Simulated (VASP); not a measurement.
The system is Te.

```
Te
1.0
     2.30590    1.33131    1.69095
    -2.30590    1.33131    1.69095
     0.00000   -2.66263    1.69095
Te
1
Direct
  0.50000 0.50000 0.50000
```

This isn't the form of Te at room conditions, which is trigonal, of chains.

* Program: VASP 6.6.1
* Task: relaxation of cell and atoms
* Functional: vdW-DF2
* Potentials or basis: VASP PAW PBE potentials, release 64 (Te)
* Cutoff: 600 eV
* k mesh: 9 × 9 × 9
* Occupations: fermi-dirac, width 0.05 eV
* Spin: no spin polarisation

At the start: pressure 9.5 GPa; volume 31.15 Å³/atom.

**Question.** How do energy, volume and symmetry change on relaxing?

**Answer.** Over 10 steps the energy falls by 156.7 meV/atom and the volume is 37.23 Å³/atom (+19.5 %); space group Pm-3m (No. 221, to 0.05 Å).

The path:
| step | energy change (eV) | largest force (eV/Å) | pressure (GPa) | volume (Å³) |
| --- | --- | --- | --- | --- |
| 1 | 0.0000 | 0.0000 | 9.55 | 31.15 |
| 2 | -0.1191 | 0.0000 | -2.59 | 40.28 |
| 3 | -0.1481 | 0.0000 | 0.07 | 36.94 |
| 4 | -0.1481 | 0.0000 | -0.07 | 37.07 |
| 5 | -0.1499 | 0.0000 | -0.08 | 37.12 |
| 6 | -0.1539 | 0.0000 | -0.10 | 37.24 |
| 7 | -0.1566 | 0.0000 | -0.17 | 37.41 |
| 8 | -0.1566 | 0.0000 | -0.16 | 37.40 |
| 9 | -0.1563 | 0.0000 | 0.36 | 36.89 |
| 10 | -0.1567 | 0.0000 | 0.00 | 37.23 |

Final structure:
```cif
data_structure
_symmetry_space_group_name_H-M 'P 1'
_symmetry_Int_Tables_number 1
_cell_length_a 3.3392
_cell_length_b 3.3392
_cell_length_c 3.3392
_cell_angle_alpha 90.093
_cell_angle_beta 90.093
_cell_angle_gamma 90.093
_cell_volume 37.23
loop_
_atom_site_label
_atom_site_type_symbol
_atom_site_fract_x
_atom_site_fract_y
_atom_site_fract_z
_atom_site_occupancy
Te1 Te 0.50000 0.50000 0.50000 1
```

Caveat: the volume moved by over 15 % at a fixed basis, so the end points are rough; the PAW data sets were made with another functional, which shifts forces and pressure a little.
